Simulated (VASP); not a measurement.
## Si2Ni: relaxation of cell and atoms with PBE+D3(BJ)

The system is Si2Ni.

```
Si Ni
1.0
     0.00000    2.70300    2.70300
     2.70300    0.00000    2.70300
     2.70300    2.70300    0.00000
Si Ni
2 1
Direct
  0.25000 0.25000 0.25000
  0.75000 0.75000 0.75000
  0.00000 0.00000 0.00000
```

```
Program                : VASP 6.6.1
Task                   : relaxation of cell and atoms
Functional             : PBE
Dispersion             : D3(BJ)
Potentials or basis    : VASP PAW PBE potentials, release 64 (Si, Ni)
Cutoff                 : 600 eV
k mesh                 : 12 × 12 × 12
Occupations            : methfessel-paxton, width 0.1 eV
Spin                   : no spin polarisation
Further INCAR settings : ALGO = Normal; EDIFF = 1e-06; IBRION = 2; EDIFFG = -0.01; NSW = 90; ISIF = 3
```

| Item | Value |
| --- | --- |
| Relaxed volume | 12.96 Å³/atom |
| Relaxed cell | a = 3.802 Å, b = 3.802 Å, c = 3.802 Å, α = 60.00°, β = 60.00°, γ = 60.00° |
| Space group after relaxing (to 0.05 Å) | Fm-3m (No. 225) |
| Energy gained by relaxing | 1.6 meV/atom |
| Ionic steps | 3 |
| Pressure after relaxing | 0.0 GPa |
| Band gap on the k mesh | none (metal or under the smearing width) |
| Dispersion energy per atom | -0.452 eV |

The path:
```
step  energy change (eV)  largest force (eV/Å)  pressure (GPa)  volume (Å³)
   1              0.0000                0.0000           -2.62        39.50
   2             -0.0004                0.0000            2.58        38.28
   3             -0.0049                0.0000           -0.02        38.88
```

Final structure:
```yaml
crystal:
  lattice:
    - [0.00000, 2.68873, 2.68873]
    - [2.68873, 0.00000, 2.68873]
    - [2.68873, 2.68873, 0.00000]
  atoms:
    - { symbol: Si, position: [0.25000, 0.25000, 0.25000] }
    - { symbol: Si, position: [0.75000, 0.75000, 0.75000] }
    - { symbol: Ni, position: [0.00000, 0.00000, 0.00000] }
```

Levels at points of the mesh, in eV from the Fermi level:
```tsv
k point	band 6	band 7	band 8	band 9	band 10	band 11	band 12	band 13
(0.00, 0.00, 0.00)	-3.59	-0.17	1.73	1.73	1.73	2.26	2.26	2.26
(0.50, 0.00, 0.00)	-3.40	-3.40	-1.48	-1.48	1.82	1.82	1.82	2.71
(0.50, 0.50, 0.00)	-3.68	-3.68	-3.51	-3.18	-0.40	1.39	7.73	8.44
```

It took 2 min on 1 thread of AMD EPYC 7R13 Processor (Zen 3) (shared host), peak memory 0.19 GiB.

Caveat: pairwise dispersion overbinds metals, which lowers pressure and volume. Spin polarisation is off, so any magnetic state and its effect on volume and gap are missing.
